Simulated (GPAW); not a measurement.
A run of GPAW 26.7.0 is set up as follows.

Contents of run.py:

```python
import numpy as np
from ase import Atoms
from ase.dft.bandgap import bandgap
from ase.io import write
from gpaw import GPAW, PW
from gpaw.xc import parametrizedxc

class ScaledMGGA(parametrizedxc.ParametrizedKernel):
    """Weighted sum of Libxc meta-GGA parts, named like '0.75_MGGA_X_..+1.0_MGGA_C_..'."""
    def __init__(self, name):
        super().__init__(name)
        self.type = 'MGGA'

    def calculate(self, e_g, n_sg, dedn_sg, sigma_xg, dedsigma_xg, tau_sg, dedtau_sg):
        e_g[:] = dedsigma_xg[:] = dedtau_sg[:] = 0.0
        for kernel, c in zip(self.kernels, self.coefs):
            e, v, s, t = [np.zeros_like(x) for x in [e_g, dedn_sg, dedsigma_xg, dedtau_sg]]
            kernel.calculate(e, n_sg, v, sigma_xg, s, tau_sg, t)
            e_g += c * e
            dedn_sg += c * v
            dedsigma_xg += c * s
            dedtau_sg += c * t

parametrizedxc.ParametrizedKernel = ScaledMGGA

atoms = Atoms(['Pt', 'Fe'],
              cell=[[2.6488456682, 0.0, 0.0],
                    [0.0, 2.6488456682, 0.0],
                    [0.0, 0.0, 3.6180304335]],
              scaled_positions=[[0.5, 0.5, 0.5],
                                [0.0, 0.0, 0.0]],
              pbc=True)
atoms.set_initial_magnetic_moments([0.0, 4.0])

calc = GPAW(mode=PW(450),
            xc={'name': '0.900_MGGA_X_R2SCAN+1.0_MGGA_C_R2SCAN', 'fraction': 0.1, 'omega': 0.0, 'backend': 'pw'},
            kpts={'size': (3, 3, 3), 'gamma': True},
            occupations={'name': 'fermi-dirac', 'width': 0.05},
            nbands=24,
            convergence={'density': 0.0001},
            symmetry={'point_group': False},
            maxiter=40,
            txt='gpaw.txt')
atoms.calc = calc
energy = atoms.get_potential_energy()
calc.write('gs.gpw')
write('result.traj', atoms)
print(f'Energy: {energy:.6f} eV')
print('Moments:', calc.get_magnetic_moments().round(3))
print('Fermi level:', round(calc.get_fermi_level(), 4), 'eV')
print(f'Gap: {bandgap(calc)[0]:.4f} eV, direct: {bandgap(calc, direct=True)[0]:.4f} eV')
```

Potentials or basis: GPAW PAW data sets (gpaw-data 1.2.1), pw.

Command:

```sh
$ OMP_NUM_THREADS=1 python run.py
```

**Question.** Estimate the site moments.

**Answer.** Pt +0.40; Fe +3.25 μB.

**Question.** What does it give for the band gap on the k mesh?

**Answer.** None (metal or under the smearing width).

**Question.** Predict the net moment.

**Answer.** 3.56 μB per cell.

Caveat: the k mesh is coarse (spacing up to 0.79 Å⁻¹), so the values aren't converged, least of all with exact exchange; exact exchange converges slowly with the k mesh, and this mesh is small; the scaled meta-GGA exchange is a class typed in the script. The run has no spin-orbit coupling, so splittings on Pt are missing.
